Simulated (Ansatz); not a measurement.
Crystal: CuO.

```
CELL_PARAMETERS angstrom
4.16094 0.00000 0.00000
0.00000 4.16094 0.00000
0.00000 0.00000 3.88764
ATOMIC_POSITIONS crystal
Cu 0.50000 0.00000 0.50000
Cu 0.00000 0.50000 0.50000
Cu 0.00000 0.00000 0.00000
O 0.00000 0.00000 0.50000
O 0.50000 0.00000 0.00000
O 0.00000 0.50000 0.00000
```

Measurements of this composition are mostly on another form, of space group No. 15.

- Program: Ansatz 0.2.0
- Task: relaxation of cell and atoms
- Functional: r2SCAN
- Potentials or basis: Ansatz PAW
- Cutoff: 500 eV (not typed: the program's choice for these potentials)
- k mesh: 7 × 7 × 7
- Occupations: fermi-dirac, width 0.05 eV
- Spin: no spin polarisation

At the start: volume 11.22 Å³/atom.

**Question.** Where does the relaxation end?

**Answer.** It ends after 5 steps and the volume is 10.87 Å³/atom (-3.1 %); space group P4/mmm (No. 123, to 0.05 Å).

The path:
```csv
step,energy change (eV),largest force (eV/Å),volume (Å³)
1,0.0000,0.0000,67.31
2,-0.0237,0.0000,66.31
3,-0.0333,0.0000,65.19
4,-0.0333,0.0000,65.25
5,-0.0314,0.0000,65.25
```

Final structure:
```cif
data_structure
_symmetry_space_group_name_H-M 'P 1'
_symmetry_Int_Tables_number 1
_cell_length_a 4.1179
_cell_length_b 4.1179
_cell_length_c 3.8478
_cell_angle_alpha 90.000
_cell_angle_beta 90.000
_cell_angle_gamma 90.000
_cell_volume 65.25
loop_
_atom_site_label
_atom_site_type_symbol
_atom_site_fract_x
_atom_site_fract_y
_atom_site_fract_z
_atom_site_occupancy
Cu1 Cu 0.50000 0.00000 0.50000 1
Cu2 Cu 0.00000 0.50000 0.50000 1
Cu3 Cu 0.00000 0.00000 0.00000 1
O1 O 0.00000 0.00000 0.50000 1
O2 O 0.50000 0.00000 0.00000 1
O3 O 0.00000 0.50000 0.00000 1
```

Caveat: the plane-wave basis is chosen anew once the cell has moved, so the energies of steps on either side of that aren't comparable; an odd number of electrons without spin polarisation forces a metal; a magnetic or distorted state may lie lower; the run has no spin polarisation, though such a crystal can be magnetic; the PAW data sets come from PBE, with cores solved anew for the run's functional, which leaves a small shift of forces and pressure.
